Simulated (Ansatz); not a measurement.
**A strain series on CaSe (rocksalt): uniaxial along [111], other directions held**

CaSe built on the rocksalt prototype, relaxed with r2SCAN in Ansatz, then strained (uniaxial along [111], other directions held; changes of length per length, axes as in the cell below) with the atoms relaxed again within the symmetry that is left. Space group Fm-3m (No. 225), cubic; a = 5.935 Å in the conventional setting, 26.13 Å³ an atom. Around Ca lie 6 Se at 2.97 Å; around Se lie 6 Ca at 2.97 Å. The values are computed, spin-unpolarised, and not measurements.

```xyz
2
Lattice="0.0000 2.9675 2.9675 2.9675 0.0000 2.9675 2.9675 2.9675 0.0000" Properties=species:S:1:pos:R:3 pbc="T T T"
Ca    0.0000    0.0000    0.0000
Se    2.9675    2.9675    2.9675
```

Gaps are the least over each mesh (PBE 8×8×8, r2SCAN 8×8×8, HSE06 6×6×6 when unstrained) and the special points, which keep their unstrained names; stress is the change from the unstrained cell, compression positive.

```csv
strain (%),"gap, PBE (eV)","gap, r2SCAN (eV)","gap, HSE06 (eV)","edges, HSE06","stress along the strain, r2SCAN (GPa)","energy rise, r2SCAN (meV/atom)"
-4.56,1.764,2.216,2.682,Γ → X,+4.38,15.9
-2.15,1.923,2.380,2.854,Γ → X,+2.01,3.5
-1.56,1.961,2.418,2.895,Γ → X,+1.45,1.8
0.0,2.057,2.518,2.999,Γ → X,0.00,0.0
+3.16,2.061,2.519,3.005,Γ → X,-2.80,7.4
+5.0,2.055,2.511,3.000,Γ → X,-4.34,18.1
+5.77,2.050,2.506,2.995,Γ → X,-4.96,24.0
```

Between zero and the nearest strains the slope of the HSE06 gap against strain is +0.067 eV per percent for negative and +0.002 for positive strain.

Spin-orbit coupling is left out.

The meshes of the hybrids are coarse, so their gaps aren't converged to the digits shown.
